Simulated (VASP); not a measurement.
Wanted: the native input for a VASP 6.6.1 run.

```yaml
Task: relaxation of cell and atoms
Functional: LDA
Potentials_or_basis: VASP PAW LDA potentials, release 64 (Al)
Cutoff: 600 eV
k_mesh: 16 × 16 × 16
Occupations: methfessel-paxton, width 0.1 eV
Spin: no spin polarisation
Further_INCAR_settings: ALGO = Normal; EDIFF = 1e-07; IBRION = 2; EDIFFG = -0.005; NSW = 90; ISIF = 3
```

The structure of Al lies in POSCAR:

```
Al                                      
1.0
   -0.0000000000      1.9922394739      1.9922394739
    1.9922394739      0.0000000000      1.9922394739
    1.9922394739      1.9922394739      0.0000000000
  Al            
     1
Direct
     0.0000000000000000    0.0000000000000000    0.0000000000000000
```

The input as run:

INCAR

```
SYSTEM = Al
PREC = Accurate
ENCUT = 600
EDIFF = 1E-7
ISMEAR = 1
SIGMA = 0.1
LREAL = .FALSE.
LASPH = .TRUE.
NELM = 80
ALGO = Normal
ISIF = 3
LWAVE = .FALSE.
LCHARG = .FALSE.
GGA = CA
IBRION = 2
NSW = 90
EDIFFG = -0.005
```

KPOINTS

```
Automatic mesh
0
G
  16 16 16
  0 0 0
```

Potentials or basis: VASP PAW LDA potentials, release 64 (Al).

Run with:

```console
$ cat potpaw_LDA.64/Al/POTCAR > POTCAR
$ mpirun -np 1 vasp_std > vasp.out
```

It gave:

| Quantity | Value |
| --- | --- |
| Pressure after relaxing | 0.0 GPa |
| Band gap on the k mesh | none (metal or under the smearing width) |

Caveat: the relaxation stopped at its first step, so nothing moved.

Wall time 4.4 s on 1 thread of Intel(R) Xeon(R) Platinum 8488C (Sapphire Rapids) (shared host), peak memory 0.13 GiB.
